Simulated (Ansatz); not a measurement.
**Lattice vibrations of SnS₂ at Γ at 50 GPa**

Method: DFT PBE+D3(BJ), scalar-relativistic, plane waves, PAW (Ansatz). Settings: 420 eV plane-wave cutoff, Γ-centred 12×12×10 mesh, Fermi-Dirac smearing of 0.15 eV. No spin polarisation. Phonons by linear response, acoustic sum rule imposed.

The cell, relaxed at 50 GPa:
```xyz
3
Lattice="3.3480 0.0000 0.0000 -1.6740 2.8995 0.0000 0.0000 0.0000 4.5968" Properties=species:S:1:pos:R:3 pbc="T T T"
Sn    0.0000    0.0000    0.0000
S     1.6740    0.9665    1.4551
S     0.0000    1.9330    3.1416
```

In a metal, frequencies and elastic constants depend on the k mesh and the smearing, soft modes and shear constants most. Spin–orbit coupling is left out, which matters for heavy elements. Other phases may be more stable at this pressure. A semilocal functional can close a gap that the real compound has.

Optical modes at Γ; i marks an imaginary frequency:
| frequency (cm⁻¹) | degeneracy |
| --- | --- |
| 295 | 2 |
| 361 | 2 |
| 400 | 1 |
| 408 | 1 |

All 6 optical modes at Γ are real: no displacement of atoms at fixed cell lowers the energy to second order. Strains and modes at other wave vectors aren't tested by this run.

Cost: 1 run of about 0.98 core-minutes, on Intel Xeon 6975P-C (Granite Rapids) (shared hosts).